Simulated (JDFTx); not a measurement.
Here is a JDFTx 1.7.0 (patched build) calculation.

The input SiO2.in:

```
lattice \
   -4.6814005057     4.6814005057     4.6814005057 \
    4.6814005057    -4.6814005057     4.6814005057 \
    6.9082174494     6.9082174494    -6.9082174494
coords-type Lattice
ion Si     0.7500000000     0.2500000000     0.5000000000 1
ion Si     0.0000000000     0.0000000000     0.0000000000 1
ion O      0.8750000000     0.0282138700     0.6532138700 1
ion O      0.7782138700     0.1250000000     0.1532138700 1
ion O      0.9717861300     0.6250000000     0.8467861300 1
ion O      0.3750000000     0.2217861300     0.3467861300 1

ion-species pseudo/Si.upf
ion-species pseudo/O.upf
elec-cutoff 42 336
elec-ex-corr gga-PBE
kpoint-folding 8 8 8
elec-smearing Fermi 0.0018374661
elec-n-bands 23
electronic-SCF nIterations 100 energyDiffThreshold 1e-09
electronic-minimize nIterations 30 energyDiffThreshold 1e-7
converge-empty-states yes
forces-output-coords Cartesian

dump-name run.$VAR
dump End Ecomponents EigStats BandEigs Kpoints Forces Stress
```

Potentials or basis: PseudoDojo-SR-PBE-0.5-standard with smoothed tails.

Run with:

```bash
$ jdftx -c 1 -i SiO2.in -o SiO2.out
```

Problem. Predict the pressure.

Solution. 3.9 GPa.

Problem. Predict the Loewdin charges.

Solution. Si +1.86; O -0.83 e.

Stress tensor (GPa, compression positive):
```
3.98 0.00 0.00
0.00 3.98 0.00
0.00 0.00 3.88
```
